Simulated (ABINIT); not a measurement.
# CdSe (Cadmoselite) (P6_3mc) in ABINIT: a run that goes wrong, beside a sound one

Two runs on CdSe (Cadmoselite): the first has a flaw, the second is sound.

Program: ABINIT 10.8.3 (patched build). These are calculated values, not measurements. Logs are shortened: lines on timing, memory, paths and dates and some standing lists are left out, and cuts for length are marked. The log counts tension as positive stress, the text compression.

**Experimental background.**

From a printed reference work, data compilation, for a bulk crystal of CdSe at 2 K: band gap 1.841 eV.

The runs below are set against these values where they give the same quantity.

**1. The structure**

Symmetry: P6_3mc, No. 186, hexagonal system. Conventional cell: a = 4.300 Å, b = 4.300 Å, c = 7.020 Å, α = 90.00°, β = 90.00°, γ = 120.00°. Around Cd (site symmetry 3m) lie 4 Se at 2.61 to 2.70 Å. Around Se (site symmetry 3m) lie 4 Cd at 2.61 to 2.70 Å.

**2. A run with an altered input**

Input file run.abi:

```
# Pseudopotentials
pp_dirpath "./"
pseudos "Cd.GGA_PBE-JTH.xml, Se.GGA_PBE-JTH.xml"

# Structure
acell 3*1.0 Angstrom
rprim
     4.3000000000     0.0000000000     0.0000000000
    -2.1500000000     3.7239092363     0.0000000000
     0.0000000000     0.0000000000     7.0200000000
ntypat 2
znucl 48 34
natom 4
typat 1 1 2 2
xred
     0.6666666667     0.3333333333     0.5000000000
     0.3333333333     0.6666666667     0.0000000000
     0.6666666667     0.3333333333     0.8850000000
     0.3333333333     0.6666666667     0.3850000000

# Plane-wave basis
ecut 26.0
pawecutdg 48.0
pawxcdev 0

# k points
kptopt 1
ngkpt 1 1 1
nshiftk 1
shiftk 0.0 0.0 0.0

# Exchange and correlation
ixc 11

# Bands and occupations
nband 22
occopt 3
tsmear 0.00183747

# SCF cycle
nstep 80
tolvrs 1.0e-9

# Output
iomode 3
prtwf 0
prtden 0
prteig 0
prtebands 0
prtvol 2
```

Potentials or basis: JTH PAW PBE v2.0.

Launch:

```console
$ abinit run.abi > log 2>&1
```

run.abo:

```text
.Version 10.8.3 of ABINIT
 Symmetries : space group P6_3 m c (#186); Bravais hP (primitive hexag.)
================================================================================
 Values of the parameters that define the memory need of the present run
     intxc =       0    ionmov =       0      iscf =      17    lmnmax =      18
     lnmax =       6     mgfft =      64  mpssoang =       3    mqgrid =    4138
     natom =       4  nloc_mem =       2    nspden =       1   nspinor =       1
    nsppol =       1      nsym =      12    n1xccc =       1    ntypat =       2
[... 313 lines left out ...]
           strten     -1.0254479774E-03 -1.0254479775E-03 -3.6423855430E-04
                       0.0000000000E+00  0.0000000000E+00  0.0000000000E+00
           xangst      2.1500000000E+00  1.2413030788E+00  3.5100000000E+00
                      -3.9290183583E-16  2.4826061575E+00  0.0000000000E+00
                       2.1500000000E+00  1.2413030788E+00  6.2127000000E+00
                      -3.9290183583E-16  2.4826061575E+00  2.7027000000E+00
             xred      6.6666666667E-01  3.3333333333E-01  5.0000000000E-01
                       3.3333333333E-01  6.6666666667E-01  0.0000000000E+00
                       6.6666666667E-01  3.3333333333E-01  8.8500000000E-01
                       3.3333333333E-01  6.6666666667E-01  3.8500000000E-01
 Calculation completed.
```

Wall time 17 s (1 thread of Arm Neoverse V1, shared host); peak memory 0.18 GiB.

The calculation finished and met its thresholds. The fault, put in on purpose: single k point (ngkpt = 1 × 1 × 1). The program ran through all the same, so the numbers look like a result but aren't the crystal's properties.

**3. Single point, PBE**

Input file run.abi:

```
pp_dirpath "./"
pseudos "Cd.GGA_PBE-JTH.xml, Se.GGA_PBE-JTH.xml"

acell 4.3 4.3 7.02 Angstrom
rprim
     1.0000000000     0.0000000000     0.0000000000
    -0.5000000000     0.8660254038     0.0000000000
     0.0000000000     0.0000000000     1.0000000000
ntypat 2
znucl 48 34
natom 4
typat 1 1 2 2
xcart
     4.0629111684     2.3457228563     6.6329386974
    -0.0000000004     4.6914457133     0.0000000000
     4.0629111684     2.3457228563    11.7403014945
    -0.0000000004     4.6914457133     5.1073627970

ecut 26.0
pawecutdg 48.0
pawxcdev 0

kptopt 1
ngkpt 7 7 4
nshiftk 1
shiftk 0.0 0.0 0.0

ixc 11

nband 22
occopt 3
tsmear 0.05 eV

nstep 100
tolvrs 1.0e-9

iomode 3
prtwf 0
prteig 0
prtebands 0
enunit 2
prtvol 2
prtden 1
prtvha 1
prtvclmb 1
prtpot 1
```

Potentials or basis: JTH PAW PBE v2.0.

Launch:

```console
$ abinit run.abi > log 2>&1
```

Run time: 2.1 min. Hardware: 1 thread of Arm Neoverse V1, shared host; peak memory 0.27 GiB.

It converged, with:

| Quantity | Value |
| --- | --- |
| Free energy | -3111.6399 eV |
| Pressure | 2.9 GPa |
| Largest force | 0.285 eV/Å |
| Band gap on the k mesh | 0.69 eV, direct |
| Valence electrons inside the program's atomic spheres | Cd 10.45; Se 3.97 |

Forces in eV/Å, atoms in the order of the input:
```
Cd   0.000  0.000  0.285
Cd   0.000  0.000  0.285
Se   0.000  0.000 -0.285
Se   0.000  0.000 -0.285
```

Stress tensor (GPa, compression positive):
```
3.60 0.00 0.00
0.00 3.60 0.00
0.00 0.00 1.55
```

Levels at points of the mesh, in eV from the valence-band top:
```
           k point  band 15  band 16  band 17  band 18  band 19  band 20  band 21  band 22
(0.00, 0.00, 0.00)    -0.72    -0.01     0.00     0.00     0.69     2.11     5.88     5.88
(0.00, 0.00, 0.50)    -0.37    -0.37    -0.37    -0.37     2.33     2.33     5.81     5.81
```

**4. Against experiment**

Step 3. A measured gap of CdSe is 1.841 eV (2 K; a printed reference work, data compilation); the calculated 0.69 eV misses it by -1.15 eV. So large a miss can be the level of theory's own, or it may mean another phase, state or a wrong row. Spin-orbit coupling on Cd, Se is left out. The value is that of PBE, without temperature or zero-point motion. Semilocal functionals fall short of measured gaps as a rule.
